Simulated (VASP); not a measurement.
**PbSe (zincblende): one PBE single-point calculation in two programs**

```yaml
crystal:
  lattice:
    - [0.00000, 3.42320, 3.42320]
    - [3.42320, 0.00000, 3.42320]
    - [3.42320, 3.42320, 0.00000]
  atoms:
    - { symbol: Pb, position: [0.00000, 0.00000, 0.00000] }
    - { symbol: Se, position: [0.25000, 0.25000, 0.25000] }
```

The two codes use different PAW datasets and cutoffs. VASP's cell holds 20 valence electrons and Ansatz's 30. Ansatz's stress includes a Pulay correction; VASP's doesn't. Ansatz solved a whole band path, VASP its corner points and band edges.

Cutoffs: 520 eV in VASP, 420 eV in Ansatz. k meshes: 6×6×6 and 6×6×6.

|  | VASP | Ansatz |
| --- | --- | --- |
| gap between bands v and c | 0.62 eV | 0.62 eV |
| least direct gap | 1.15 eV | 1.15 eV |
| pressure | 0.7 GPa | 0.8 GPa |

Band v is the last that the valence electrons fill when counted band by band, and c is the next. Levels in eV from the top of v, Ansatz:

```csv
point,v−1,v,c,c+1
Γ,-1.64,-1.64,2.10,2.10
X,-2.87,-0.53,0.62,4.84
W,-3.07,0.00,2.15,2.74
K,-2.66,-0.39,1.66,3.93
L,-2.17,-2.02,2.86,2.86
```

VASP:

```json
{"point": "Γ", "v−1": "-1.64", "v": "-1.64", "c": "2.10", "c+1": "2.10"}
{"point": "X", "v−1": "-2.87", "v": "-0.53", "c": "0.62", "c+1": "4.84"}
{"point": "W", "v−1": "-3.07", "v": "0.00", "c": "2.15", "c+1": "2.74"}
{"point": "K", "v−1": "-2.66", "v": "-0.39", "c": "1.66", "c+1": "3.93"}
{"point": "L", "v−1": "-2.17", "v": "-2.02", "c": "2.86", "c+1": "2.86"}
```
